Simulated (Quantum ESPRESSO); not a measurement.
## MoS2 under changes of volume

One of the cells (17.750 Å³/atom); the others are scaled copies at fixed shape and fractional positions:

```
Mo S
1.0
     1.58550    0.91539    6.11500
    -1.58550    0.91539    6.11500
     0.00000   -1.83078    6.11500
Mo S
1 2
Direct
  0.00000 0.00000 0.00000
  0.25000 0.25000 0.25000
  0.75000 0.75000 0.75000
```

Measurements of this composition are mostly on another form, of space group No. 194.

* Program: Quantum ESPRESSO 7.5
* Functional: PBE
* Potentials or basis: SSSP 1.3 efficiency PBE
* Cutoff: 816 eV
* Density cutoff: 5987 eV
* k mesh: 10 × 10 × 10
* Occupations: fermi-dirac, width 0.05 eV
* Spin: no spin polarisation

```tsv
volume (Å³/atom)	energy over the lowest point (meV/atom)	pressure (GPa)	largest force (eV/Å)
16.685	111.65	19.5	2.229
17.040	73.19	15.2	1.793
17.395	43.76	11.4	1.389
17.750	22.48	7.9	1.013
18.105	?	?	?
18.460	1.29	1.9	0.342
18.815	0.00	-0.7	0.041
```

Task: What does the run at 18.105 Å³/atom give?

Result: Energy over the lowest point 8.56 meV/atom; pressure 4.7 GPa; largest force 0.665 eV/Å.

Worked out: A Birch-Murnaghan fit of order 3 (a polynomial in V^(-2/3)) to the other rows has its minimum at 18.72 Å³/atom with B0 = V·E''(V) = 133 GPa and B' = 4.3 at fixed shape and positions, which overstates the stiffness. It gives 8.57 meV/atom at 18.105 Å³/atom, against the run's 8.56, and -dE/dV = 4.7 GPa, against 4.7.

Energies are extrapolated to zero smearing.

Caveats: the cell's inner coordinates are idealised or old, which leaves forces on the atoms.
